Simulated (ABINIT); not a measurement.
# Hf (Im-3m) in ABINIT: notebook

One crystal, Hf, is run at these levels: r2SCAN; tasks: single point.

Program: ABINIT 10.8.3 (patched build). These are calculated values, not measurements. Logs are shortened: lines on timing, memory, paths and dates and some standing lists are left out, and cuts for length are marked. The log counts tension as positive stress, the text compression.

### 1 The structure

Symmetry: Im-3m, No. 229, cubic system. The conventional cell has a = 3.610 Å, b = 3.610 Å, c = 3.610 Å, α = 90.00°, β = 90.00°, γ = 90.00°. Hf (site symmetry m-3m) has 8 Hf at 3.13 Å as nearest neighbours.

This isn't the form of Hf at room conditions, which is hcp.

### 2 Single point, r2SCAN

Contents of run.abi:

```
# Pseudopotentials
pp_dirpath "./"
pseudos "Hf.GGA_PBE-ansatz.xml"

# Structure
acell 3*1.0
rprim
    -3.4109556549     3.4109556549     3.4109556549
     3.4109556549    -3.4109556549     3.4109556549
     3.4109556549     3.4109556549    -3.4109556549
ntypat 1
znucl 72
natom 1
typat 1
xred
     0.0000000000     0.0000000000     0.0000000000

# Plane-wave basis
ecut 18.0
pawecutdg 36.0

# k points
kptopt 1
ngkpt 10 10 10
nshiftk 1
shiftk 0.0 0.0 0.0

# Exchange and correlation
ixc -497498
usekden 1
pawxcdev 0

# Bands and occupations
nband 17
occopt 3
tsmear 0.00183747

# SCF cycle
nstep 100
tolvrs 1.0e-7

# Output
iomode 3
prtwf 0
prtden 0
prteig 0
prtebands 0
enunit 2
```

Potentials or basis: Ansatz PAW PBE default generated set, frozen core.

Run with:

```console
$ mpirun --bind-to none -np 4 abinit run.abi > log 2>&1
```

run.abo:

```text
[... set-up lines left out ...]
 ETOT  1  -270.28994951845    -2.703E+02 1.562E+01 2.875E+01
 ETOT  2  -272.42146989818    -2.132E+00 1.994E+00 2.318E+01
 ETOT  3  -272.28632223381     1.351E-01 7.399E-01 4.000E+00
 ETOT  4  -272.28976478544    -3.443E-03 1.825E-01 3.997E+00
 ETOT  5  -272.28997938084    -2.146E-04 7.007E-02 4.403E+00
 ETOT  6  -272.29163508921    -1.656E-03 8.644E-02 5.169E-01
 ETOT  7  -272.29054452173     1.091E-03 3.679E-02 1.184E-01
 ETOT  8  -272.29049588581     4.864E-05 2.739E-02 1.823E-01
 ETOT  9  -272.29050864258    -1.276E-05 2.187E-02 3.822E-02
 ETOT 10  -272.29049274415     1.590E-05 6.195E-03 1.349E-02
 ETOT 11  -272.29049430907    -1.565E-06 1.009E-02 8.002E-03
 ETOT 12  -272.29048847120     5.838E-06 1.441E-03 1.187E-05
 ETOT 13  -272.29048870971    -2.385E-07 4.954E-03 5.355E-05
 ETOT 14  -272.29048866053     4.918E-08 6.583E-04 2.629E-06
 ETOT 15  -272.29048866444    -3.915E-09 2.668E-03 4.254E-08

 At SCF step   15       nres2   =  4.25E-08 < tolvrs=  1.00E-07 =>converged.

Result for kinetic energy density :

--------------------------------------------------------------------------------
 Total kinetic energy density [Ha/Bohr^3]
)     Maximum=    1.9098E+00  at reduced coord.    0.0000    0.0000    0.0000
)     Minimum=    4.6212E-03  at reduced coord.    0.7500    0.5000    0.2500
   Integrated=    1.5527E+01
--------------------------------------------------------------------------------

 Cartesian components of stress tensor (hartree/bohr^3)
  sigma(1 1)=  1.87670788E-04  sigma(3 2)=  0.00000000E+00
  sigma(2 2)=  1.87670788E-04  sigma(3 1)=  0.00000000E+00
  sigma(3 3)=  1.87670788E-04  sigma(2 1)=  0.00000000E+00

--- !ResultsGS
iteration_state: {dtset: 1, }
comment   : Summary of ground state results
lattice_vectors:
- [ -3.4109557,   3.4109557,   3.4109557, ]
- [  3.4109557,  -3.4109557,   3.4109557, ]
- [  3.4109557,   3.4109557,  -3.4109557, ]
lattice_lengths: [   5.90795,    5.90795,    5.90795, ]
lattice_angles: [109.471, 109.471, 109.471, ] # degrees, (23, 13, 12)
lattice_volume:   1.5874067E+02
convergence: {deltae: -3.915E-09, res2:  4.254E-08, residm:  2.668E-03, diffor: null, }
etotal    :  -2.72290489E+02
entropy   :   0.00000000E+00
fermie    :   2.40286534E-01
cartesian_stress_tensor: # hartree/bohr^3
- [  1.87670788E-04,   0.00000000E+00,   0.00000000E+00, ]
- [  0.00000000E+00,   1.87670788E-04,   0.00000000E+00, ]
- [  0.00000000E+00,   0.00000000E+00,   1.87670788E-04, ]
pressure_GPa:  -5.5215E+00
xred      :
- [  0.0000E+00,   0.0000E+00,   0.0000E+00, Hf]
cartesian_forces: # hartree/bohr
- [ -0.00000000E+00,  -0.00000000E+00,  -0.00000000E+00, ]
force_length_stats: {min:   0.00000000E+00, max:   0.00000000E+00, mean:   0.00000000E+00, }
...

 Integrated electronic density in atomic spheres:
 ------------------------------------------------
 Atom  Sphere_radius  Integrated_density
    1        2.63806         23.93136178

================================================================================

 ----iterations are completed or convergence reached----

 Mean square residual over all n,k,spin=   45.215E-07; max=  26.683E-04
 reduced coordinates (array xred) for    1 atoms
       0.000000000000      0.000000000000      0.000000000000
 rms dE/dt=  0.0000E+00; max dE/dt=  0.0000E+00; dE/dt below (all hartree)
    1       0.000000000000      0.000000000000      0.000000000000

 cartesian coordinates (angstrom) at end:
    1      0.00000000000000     0.00000000000000     0.00000000000000

 cartesian forces (hartree/bohr) at end:
    1     -0.00000000000000    -0.00000000000000    -0.00000000000000
 frms,max,avg= 0.0000000E+00 0.0000000E+00   0.000E+00  0.000E+00  0.000E+00 h/b

 cartesian forces (eV/Angstrom) at end:
    1     -0.00000000000000    -0.00000000000000    -0.00000000000000
 frms,max,avg= 0.0000000E+00 0.0000000E+00   0.000E+00  0.000E+00  0.000E+00 e/A
 length scales=  1.000000000000  1.000000000000  1.000000000000 bohr
              =  0.529177210544  0.529177210544  0.529177210544 angstroms
 Fermi (or HOMO) energy (hartree) =   0.24029   Average Vxc (hartree)=  -0.44897
 Eigenvalues (hartree) for nkpt=  47  k points:
 kpt#   1, nband= 17, wtk=  0.00100, kpt=  0.0000  0.0000  0.0000 (reduced coord)
  -2.09260   -0.90327   -0.90327   -0.90327   -0.19729   -0.19729   -0.19729   -0.19481
  -0.19481   -0.19481   -0.19397   -0.02496    0.30296    0.30296    0.30296    0.40168
   0.40168
      occupation numbers for kpt#   1
   2.00000    2.00000    2.00000    2.00000    2.00000    2.00000    2.00000    2.00000
   2.00000    2.00000    2.00000    2.00000    0.00000    0.00000    0.00000    0.00000
   0.00000
 prteigrs : prtvol=0 or 1, do not print more k-points.

 Fermi (or HOMO) energy (eV) =   6.53853   Average Vxc (eV)= -12.21711
 Eigenvalues (   eV  ) for nkpt=  47  k points:
 kpt#   1, nband= 17, wtk=  0.00100, kpt=  0.0000  0.0000  0.0000 (reduced coord)
 -56.94247  -24.57933  -24.57933  -24.57933   -5.36844   -5.36844   -5.36844   -5.30110
  -5.30110   -5.30110   -5.27815   -0.67924    8.24404    8.24404    8.24404   10.93030
  10.93030
 prteigrs : prtvol=0 or 1, do not print more k-points.

--- !EnergyTerms
iteration_state     : {dtset: 1, }
comment             : Components of total free energy in Hartree
kinetic             :  1.55274683654514E+01
hartree             :  8.95843517291393E+01
xc                  : -1.03799966898431E+01
Ewald energy        : -1.80310304557467E+02
psp_core            :  1.13334536746716E+01
local_psp           : -2.02567922655594E+02
PAW spherical_terms :  4.52310979062104E+00
internal            : -2.72289840343020E+02
'-kT*entropy'       : -5.70399460046944E-04
total_energy        : -2.72290410742480E+02
total_energy_eV     : -7.40939953779044E+03
...

--- !EnergyTermsDC
iteration_state     : {dtset: 1, }
comment             : '"Double-counting" decomposition of free energy'
band_energy         : -1.17189277591746E+01
Ewald energy        : -1.80310304557467E+02
psp_core            :  1.13334536746716E+01
xc_dc               : -8.97629028436071E+01
PAW spherical_terms : -1.83123677940837E+00
internal            : -2.72289918264985E+02
'-kT*entropy'       : -5.70399460046944E-04
total_energy_dc     : -2.72290488664445E+02
total_energy_dc_eV  : -7.40940165815512E+03
...

--- !EnergyTermsWithPAWCore
iteration_state     : {dtset: 1, }
comment             : 'Components of total free energy, including PAW core contributions'
Total energy        : -1.38507227372562E+04
Total energy DC     : -1.38507228151781E+04
Total energy (eV)   : -3.76897366189469E+05
Total energy DC (eV): -3.76897368309834E+05
...

 Cartesian components of stress tensor (hartree/bohr^3)
  sigma(1 1)=  1.87670788E-04  sigma(3 2)=  0.00000000E+00
  sigma(2 2)=  1.87670788E-04  sigma(3 1)=  0.00000000E+00
  sigma(3 3)=  1.87670788E-04  sigma(2 1)=  0.00000000E+00

-Cartesian components of stress tensor (GPa)         [Pressure= -5.5215E+00 GPa]
- sigma(1 1)=  5.52146522E+00  sigma(3 2)=  0.00000000E+00
- sigma(2 2)=  5.52146522E+00  sigma(3 1)=  0.00000000E+00
- sigma(3 3)=  5.52146522E+00  sigma(2 1)=  0.00000000E+00

== END DATASET(S) ==============================================================
================================================================================

 -outvars: echo values of variables after computation  --------
            acell      1.0000000000E+00  1.0000000000E+00  1.0000000000E+00 Bohr
           etotal     -2.7229048866E+02
            fcart     -0.0000000000E+00 -0.0000000000E+00 -0.0000000000E+00
            rprim     -3.4109556549E+00  3.4109556549E+00  3.4109556549E+00
                       3.4109556549E+00 -3.4109556549E+00  3.4109556549E+00
                       3.4109556549E+00  3.4109556549E+00 -3.4109556549E+00
           strten      1.8767078833E-04  1.8767078833E-04  1.8767078833E-04
                       0.0000000000E+00  0.0000000000E+00  0.0000000000E+00
 Calculation completed.
```

It took 60 s on 4 MPI ranks of Arm Neoverse V2, shared host; peak memory 0.88 GiB.

What came out:

```
Free energy                                           : -7409.4017 eV
Pressure                                              : -5.5 GPa
Band gap on the k mesh                                : none (metal or under the smearing width)
Valence electrons inside the program's atomic spheres : Hf 23.93 (radii [1.396] Å)
```

Caveat: totals of a meta-GGA on PAW files have another zero than those of a GGA; the PAW data sets were made with another functional, which shifts forces and pressure a little.

### 3 Single point, r2SCAN

Changes to run.abi since step 2:

```diff
@@ -2,3 +2,3 @@
 pp_dirpath "./"
-pseudos "Hf.GGA_PBE-ansatz.xml"
+pseudos "Hf.GGA_PBE-JTH.xml"
 
@@ -18,4 +18,4 @@
 # Plane-wave basis
-ecut 18.0
-pawecutdg 36.0
+ecut 23.0
+pawecutdg 45.0
 
@@ -33,3 +33,3 @@
 # Bands and occupations
-nband 17
+nband 10
 occopt 3
```

Potentials or basis: JTH PAW PBE v2.0.

Run with:

```console
$ mpirun --bind-to none -np 4 abinit run.abi > log 2>&1
```

Run time: 11 s. Hardware: 4 MPI ranks of Arm Neoverse V2, shared host; peak memory 0.4 GiB.

Results (log left out):

```yaml
Free_energy: -252.6674 eV
Pressure: -5.5 GPa
Band_gap_on_the_k_mesh: none (metal or under the smearing width)
Valence_electrons_inside_the_program's_atomic_spheres: Hf 9.40 (radii [1.2759] Å)
```

Levels at points of the mesh, in eV from the Fermi level:
| k point | band 4 | band 5 | band 6 | band 7 | band 8 | band 9 |
| --- | --- | --- | --- | --- | --- | --- |
| (0.00, 0.00, 0.00) | -31.17 | -7.20 | 1.71 | 1.71 | 1.71 | 4.39 |
| (0.50, 0.00, 0.00) | -31.17 | -3.32 | -0.31 | 0.71 | 4.24 | 5.18 |
| (0.50, 0.50, 0.50) | -31.67 | -2.49 | -2.49 | 6.71 | 6.71 | 6.73 |

Caveat: totals of a meta-GGA on PAW files have another zero than those of a GGA; the PAW data sets were made with another functional, which shifts forces and pressure a little. Spin-orbit coupling is left out, which matters for the levels of Hf.

### 4 Single point, r2SCAN

Changes to run.abi since step 3:

```diff
@@ -2,3 +2,3 @@
 pp_dirpath "./"
-pseudos "Hf.GGA_PBE-JTH.xml"
+pseudos "Hf.upf"
 
@@ -18,4 +18,3 @@
 # Plane-wave basis
-ecut 23.0
-pawecutdg 45.0
+ecut 54.0
 
@@ -30,6 +29,7 @@
 usekden 1
-pawxcdev 0
+nc_xccc_gspace 1
+boxcutmin 3.0
 
 # Bands and occupations
-nband 10
+nband 17
 occopt 3
@@ -39,3 +39,3 @@
 nstep 100
-tolvrs 1.0e-7
+tolvrs 1.0e-9
```

Potentials or basis: Ansatz NC r2SCAN.

Run with:

```console
$ mpirun --bind-to none -np 4 abinit run.abi > log 2>&1
```

It took 4.8 min on 4 MPI ranks of Arm Neoverse V2, shared host; peak memory 0.64 GiB.

The run converged. Its results:

```
Free energy                                           : -13950.2731 eV
Pressure                                              : -5.5 GPa
Band gap on the k mesh                                : none (metal or under the smearing width)
Valence electrons inside the program's atomic spheres : Hf 22.26 (radii [1.0584] Å)
```

Levels at points of the mesh, in eV from the Fermi level:
```tsv
k point	band 9	band 10	band 11	band 12	band 13	band 14	band 15	band 16	band 17
(0.00, 0.00, 0.00)	-11.83	-11.83	-11.82	-7.21	1.70	1.70	1.70	4.39	4.39
(0.50, 0.00, 0.00)	-11.84	-11.83	-11.82	-3.33	-0.32	0.72	4.23	5.18	7.48
(0.50, 0.50, 0.50)	-11.83	-11.83	-11.83	-2.50	-2.50	6.70	6.70	6.70	7.14
```

### 5 Single point, r2SCAN

Changes to run.abi since step 4:

```diff
@@ -2,3 +2,3 @@
 pp_dirpath "./"
-pseudos "Hf.upf"
+pseudos "Hf_ONCV_PBE-1.2.upf"
 
@@ -18,3 +18,3 @@
 # Plane-wave basis
-ecut 54.0
+ecut 36.0
 
@@ -29,4 +29,2 @@
 usekden 1
-nc_xccc_gspace 1
-boxcutmin 3.0
```

Potentials or basis: SG15 NC PBE v1.2.

Run with:

```console
$ mpirun --bind-to none -np 4 abinit run.abi > log 2>&1
```

It took 32 s on 4 MPI ranks of Arm Neoverse V2, shared host; peak memory 0.28 GiB.

Results (log left out):

```yaml
Free_energy: -6070.4097 eV
Pressure: -11.5 GPa
Band_gap_on_the_k_mesh: none (metal or under the smearing width)
Valence_electrons_inside_the_program's_atomic_spheres: Hf 22.17 (radii [1.0584] Å)
```

Levels at points of the mesh, in eV from the Fermi level:
```tsv
k point	band 11	band 12	band 13	band 14	band 15	band 16
(0.00, 0.00, 0.00)	-10.89	-6.97	1.57	1.57	1.57	4.17
(0.50, 0.00, 0.00)	-10.89	-3.20	-0.36	0.80	4.03	4.89
(0.50, 0.50, 0.50)	-10.89	-2.44	-2.44	6.33	6.33	6.33
```

Caveat: the potentials were made for another functional, which shifts forces and pressure. The run has no spin-orbit coupling, so splittings on Hf are missing.

### 6 Single point, r2SCAN

Changes to run.abi since step 5:

```diff
@@ -2,3 +2,3 @@
 pp_dirpath "./"
-pseudos "Hf_ONCV_PBE-1.2.upf"
+pseudos "Hf.upf"
 
@@ -18,3 +18,3 @@
 # Plane-wave basis
-ecut 36.0
+ecut 35.0
 
@@ -29,5 +29,7 @@
 usekden 1
+nc_xccc_gspace 1
+boxcutmin 3.0
 
 # Bands and occupations
-nband 17
+nband 10
 occopt 3
```

Potentials or basis: PseudoDojo NC SR PBE v0.4.1 standard.

Run with:

```console
$ mpirun --bind-to none -np 4 abinit run.abi > log 2>&1
```

run.abo:

```text
.Version 10.8.3 of ABINIT
 Symmetries : space group Im -3 m (#229); Bravais cI (body-center cubic)
================================================================================
 Values of the parameters that define the memory need of the present run
     intxc =       0    ionmov =       0      iscf =       7    lmnmax =       8
     lnmax =       8     mgfft =      48  mpssoang =       4    mqgrid =    3001
     natom =       1  nloc_mem =       1    nspden =       1   nspinor =       1
    nsppol =       1      nsym =      48    n1xccc =    2501    ntypat =       1
    occopt =       3   xclevel =       2
       mpw =        1585          nfft =      110592          nkpt =          47
================================================================================
================================================================================

--------------------------------------------------------------------------------
------------- Echo of variables that govern the present computation ------------
--------------------------------------------------------------------------------
[... 196 lines left out ...]
  sigma(3 3)=  2.34933313E-04  sigma(2 1)=  0.00000000E+00

-Cartesian components of stress tensor (GPa)         [Pressure= -6.9120E+00 GPa]
- sigma(1 1)=  6.91197670E+00  sigma(3 2)=  0.00000000E+00
- sigma(2 2)=  6.91197670E+00  sigma(3 1)=  0.00000000E+00
- sigma(3 3)=  6.91197670E+00  sigma(2 1)=  0.00000000E+00

== END DATASET(S) ==============================================================
================================================================================

 -outvars: echo values of variables after computation  --------
            acell      1.0000000000E+00  1.0000000000E+00  1.0000000000E+00 Bohr
           etotal     -5.7478561391E+01
            fcart     -0.0000000000E+00 -0.0000000000E+00 -0.0000000000E+00
            rprim     -3.4109556549E+00  3.4109556549E+00  3.4109556549E+00
                       3.4109556549E+00 -3.4109556549E+00  3.4109556549E+00
                       3.4109556549E+00  3.4109556549E+00 -3.4109556549E+00
           strten      2.3493331295E-04  2.3493331295E-04  2.3493331295E-04
                       0.0000000000E+00  0.0000000000E+00  0.0000000000E+00
 Calculation completed.
```

It took 42 s on 4 MPI ranks of Arm Neoverse V2, shared host; peak memory 0.4 GiB.

Results:

```yaml
Free_energy: -1564.0713 eV
Pressure: -6.9 GPa
Band_gap_on_the_k_mesh: none (metal or under the smearing width)
Valence_electrons_inside_the_program's_atomic_spheres: Hf 8.42 (radii [1.0584] Å)
```

Caveat: a meta-GGA on potentials with a model core is unreliable; the potentials were made for another functional, which shifts forces and pressure. Spin-orbit coupling is left out, which matters for the levels of Hf.

### 7 Summary

| potentials or basis | cutoff (eV) | fine-grid cutoff | gap on the mesh (eV) | pressure (GPa) |
| --- | --- | --- | --- | --- |
| Ansatz PAW PBE default generated set, frozen core | 490 | 979.61 eV | none | -5.5 |
| JTH PAW PBE v2.0 | 626 | 1224.51 eV | none | -5.5 |
| Ansatz NC r2SCAN | 1469 | - | none | -5.5 |
| SG15 NC PBE v1.2 | 980 | - | none | -11.5 |
| PseudoDojo NC SR PBE v0.4.1 standard | 952 | - | none | -6.9 |

Alike in all rows: task single point; level r2SCAN; no spin polarisation; cell as given; k mesh 10 × 10 × 10; smearing fermi-dirac 0.05 eV.

Caveats: totals of a meta-GGA on PAW files have another zero than those of a GGA (some runs); the PAW data sets were made with another functional, which shifts forces and pressure a little (some runs); the potentials were made for another functional, which shifts forces and pressure (some runs); a meta-GGA on potentials with a model core is unreliable (some runs).

Total energies depend on the potentials used, so only differences within one code and one set of settings carry meaning.
